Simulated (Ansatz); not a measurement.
**MgS (Niningerite) under changes of volume**

One of the cells (17.609 Å³/atom); the others are scaled copies at fixed shape and fractional positions:

```
S Mg
1.0
     0.00000    2.60165    2.60165
     2.60165    0.00000    2.60165
     2.60165    2.60165    0.00000
S Mg
1 1
Direct
  0.50000 0.50000 0.50000
  0.00000 0.00000 0.00000
```

| Item | Value |
| --- | --- |
| Program | Ansatz 0.2.0 |
| Functional | LDA |
| Potentials or basis | all-electron LAPW, scalar-relativistic |
| Cutoff | 184 eV (chosen from the basis error) |
| Basis error allowed | 0.001 eV/atom |
| k mesh | 9 × 9 × 9 |
| Occupations | fermi-dirac, width 0.05 eV |
| Spin | no spin polarisation |

```csv
volume (Å³/atom),energy over the lowest point (meV/atom),pressure (GPa),gap on the mesh (eV)
16.553,?,?,?
16.905,0.00,-0.2,2.78
17.257,2.17,-1.8,2.74
17.609,7.74,-3.3,2.69
17.962,16.37,-4.6,2.65
18.314,27.76,-5.8,2.61
18.666,41.62,-6.8,2.57
```

Q: What does the run at 16.553 Å³/atom give?

A: Energy over the lowest point 1.62 meV/atom; pressure 1.7 GPa; gap on the mesh 2.82 eV.

Worked out: A Birch-Murnaghan fit of order 3 (a polynomial in V^(-2/3)) to the other rows has its minimum at 16.87 Å³/atom, just outside them, with B0 = V·E''(V) = 83 GPa and B' = 4.0. It gives 1.58 meV/atom at 16.553 Å³/atom, against the run's 1.62, and -dE/dV = 1.6 GPa, against 1.7. A straight line through the other rows of the gap, of slope -2.13 eV per unit of ln V, extrapolates to 2.83 eV, against the run's 2.82.

Energies are extrapolated to zero smearing.

Caveats: an odd mesh through Γ misses points on the zone boundary, where band edges often lie.
